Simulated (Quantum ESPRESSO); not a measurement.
# How BaS absorbs and reflects light, part 3 of 3

Wanted: where BaS starts to absorb, how strongly, and its refractive index.

Quantum ESPRESSO 7.5; DFT, PBE, plane waves with norm-conserving potentials (PseudoDojo), scalar-relativistic, independent-particle optical response without local fields and without the non-local commutator.

So far. Step 2 (Ground state): There is a gap, 2.15 eV on this mesh (points off the mesh can give less), so no carriers' term is needed.

### Step 5. Dielectric function

The spectrum is a sum over vertical transitions between filled and empty bands at the fixed density, so many empty bands are needed.

This step: DFT, PBE, plane waves with norm-conserving potentials (PseudoDojo), scalar-relativistic, independent-particle optical response without local fields and without the non-local commutator (Quantum ESPRESSO 7.5).

epsilon.in

```
&inputpp
  prefix = 'x'
  outdir = './tmp'
  calculation = 'eps'
/
&energy_grid
  smeartype = 'gauss'
  intersmear = 0.3
  wmin = 0.0
  wmax = 22
  nw = 500
/
```

The run is started by

```bash
mpirun -n 4 epsilon.x -nk 4 -in epsilon.in
```

Output:

```text
[banner, memory and clock lines left out]

     Broadcasting variables...

     IMPORTANT: XC functional enforced from input :
     Exchange-correlation= PBE
                           (   1   4   3   4   0   0   0)
     Any further DFT definition will be discarded

     G-vector sticks info

     Fermi energy [eV] is:  5.89383
     The system is a dielectric...
     metallic system: redefining wmin =     0.000000

     Performing eps calculation...

     xx,yy,zz plasmon frequences [eV] are:    17.039679840   17.039678801   17.039679378
```

Elapsed: 1.6 s, on 4 MPI ranks of Arm Neoverse V2, shared host; peak memory 0.05 GiB.

Read-outs, printed or worked out from the files:

* electronic dielectric constant ε∞, mean over x, y and z (by symmetry where fewer were run): 5.691
* main peak of Im epsilon, first axis: 6.105 eV

Some rows of epsi_x.dat:

```text
# energy grid [eV]     epsi_x  epsi_y  epsi_z
#
    0.176352705    0.010166859    0.010166859    0.010166859
    1.234468938    0.092806834    0.092806828    0.092806831
    2.292585170    1.035936684    1.035936674    1.035936678
    3.350701403    2.618545740    2.618545724    2.618545731
    4.408817635    4.174549351    4.174549330    4.174549340
    5.466933868    7.080651851    7.080651825    7.080651837
    6.525050100    7.254246040    7.254246006    7.254246022
    7.583166333    5.178345613    5.178345572    5.178345591
    8.641282565    2.166907038    2.166906989    2.166907012
    9.699398798    1.556187368    1.556187310    1.556187337
   10.757515030    1.697501345    1.697501276    1.697501309
   11.815631263    1.355492995    1.355492914    1.355492953
   12.873747495    1.341061652    1.341061555    1.341061602
   13.931863727    1.940058062    1.940057946    1.940058002
   14.989979960    1.587497330    1.587497190    1.587497258
   16.048096192    1.440377445    1.440377274    1.440377359
   17.106212425    1.873248078    1.873247866    1.873247973
   18.164328657    1.697714507    1.697714239    1.697714378
   19.222444890    0.888424586    0.888424238    0.888424425
   20.280561122    0.717731113    0.717730648    0.717730910
   21.338677355    0.445604056    0.445603408    0.445603807
```

Values under the direct gap are tails of Lorentzian lines. Im ε, any direction against photon energy; read off at these points:

photon energy (eV), Im ε, any direction and a bar:
```
      0.0       0.00 
      1.0       0.07 
      2.0       0.35 #
      3.0       2.27 #########
      4.0       3.99 ###############
      5.0       5.61 ######################
      6.0       7.74 ##############################
      7.0       6.01 #######################
      8.0       3.60 ##############
      9.0       1.79 #######
     10.0       1.49 ######
     11.0       1.65 ######
     12.0       1.14 ####
     13.0       1.52 ######
     14.0       1.97 ########
     15.0       1.59 ######
     16.0       1.43 ######
     17.0       1.80 #######
     17.5       2.42 #########
     18.0       1.90 #######
     19.0       1.06 ####
     20.0       0.77 ###
     21.0       0.62 ##
     22.0       0.35 #
```

The Re ε, any direction by photon energy:

```csv
photon energy (eV),"Re ε, any direction"
0,5.69
1,5.90
2,6.87
3,6.84
4,6.53
5,6.44
6,4.20
7,-0.791
8,-1.38
9,-0.440
10,0.191
11,0.284
12,0.416
13,1.12
14,0.764
15,0.477
16,0.580
17,0.536
18,-0.525
19,-0.729
20,-0.288
21,-0.260
22,-0.107
```

Values under the direct gap are tails of Lorentzian lines. Loss function −Im 1/ε at q → 0, any direction against energy loss; read off at these points:

```csv
energy loss (eV),"loss function −Im 1/ε at q → 0, any direction"
0,0
1,0.00195
2,0.00737
3,0.0436
4,0.0681
5,0.0769
6,0.0998
7,0.164
8,0.242
9,0.527
10,0.659
11,0.589
12,0.776
13,0.426
14,0.441
15,0.578
16,0.600
17,0.509
18,0.490
19,0.641
20,1.14
21,1.36
22,2.63
```

Table of refractive index n and extinction k by photon energy:

```csv
photon energy (eV),n,k
0,2.39,0
1,2.43,0.0140
2,2.62,0.0666
3,2.65,0.427
4,2.66,0.749
5,2.74,1.02
6,2.55,1.52
7,1.62,1.85
8,1.11,1.62
9,0.838,1.07
10,0.921,0.811
11,0.989,0.834
12,0.902,0.630
13,1.23,0.621
14,1.20,0.823
15,1.03,0.768
16,1.03,0.695
17,1.10,0.821
18,0.849,1.12
19,0.527,1.00
20,0.516,0.744
21,0.456,0.684
22,0.358,0.485
```

The reflectivity at normal incidence, any direction has structure finer than the step of the table below, so its rows give means over 1 eV, whole bins alone (the curve runs from 0 to 22 eV). Peaks (eV: height): 6.9: 38.7, 7.9: 39.3, 9.4: 29.8, 10.5: 17.8, 19.2: 36.8, 20.6: 33.1, 21.2: 35.2.

Reflectivity at normal incidence, any direction against photon energy; means over each step:

photon energy (eV), reflectivity at normal incidence, any direction (%) and a bar from the least value:
```
        1       17.4 ##########
        2       20.1 #############
        3       22.2 ###############
        4       23.6 ################
        5       26.8 ###################
        6       31.4 ########################
        7       35.4 ############################
        8       37.7 ##############################
        9       28.9 #####################
       10       16.8 #########
       11       15.2 ########
       12       10.4 ###
       13        7.4 
       14       12.7 #####
       15       13.2 ######
       16       11.3 ####
       17       14.3 #######
       18       25.7 ##################
       19       34.1 ##########################
       20       29.1 #####################
       21       31.3 ########################
```

At chosen wavelengths:

```csv
wavelength (nm),n,k,R (%),1/α
1550,2.41,0.011,17.1,12 µm
1064,2.45,0.017,17.6,4.9 µm
800,2.50,0.029,18.4,2.2 µm
532,2.71,0.201,21.4,210 nm
365,2.62,0.475,21.4,61 nm
248,2.74,1.024,27.1,19 nm
193,2.13,1.732,33.4,8.9 nm
```

Below the direct gap, k and the depth come from the tails of the Lorentzian lines, not from transitions.

Rows near the edge hang on the gap, which this functional as a rule makes too small, and phonon-assisted absorption is left out.

### Step 6. Outcome

* electronic dielectric constant ε∞, mean over x, y and z (by symmetry where fewer were run) (independent particles): 5.69
* main peak of Im epsilon, first axis: 6.10 eV

What this shows: At this level (PBE, independent particles) BaS has ε∞ = 5.69 and n = 2.41 at 1550 nm, and Im ε peaks at 6.1 eV. Distinct maxima of Im ε, read by a parabola through the highest points, lie at 3.23 eV (3.0), 5.52 eV (7.2), 6.10 eV (8.2) and 6.80 eV (7.7). Excitons and phonon-assisted transitions are missing, and so are local fields; PBE gaps are as a rule too small, which pulls the onset down and ε∞ up. Spin-orbit coupling is left out although heavy atoms are present. epsilon.x leaves out the commutator of the non-local potential, so its intensities are off, as a rule too high. The sum runs over mesh points, so small or evenly spaced maxima can still be ripples of the mesh.

[Machine, clock, banner and «Message from routine» lines are left out of the logs.]

[Logs are printed without paths, hosts, clocks, repeated set-up lines and the standing remarks that a program may print on its own settings, such as how far it seeks lower states.]

[Hosts, paths, dates, database ids (printed as entryN), source tags and the programs' standing remarks are cut or masked in the printed files.]
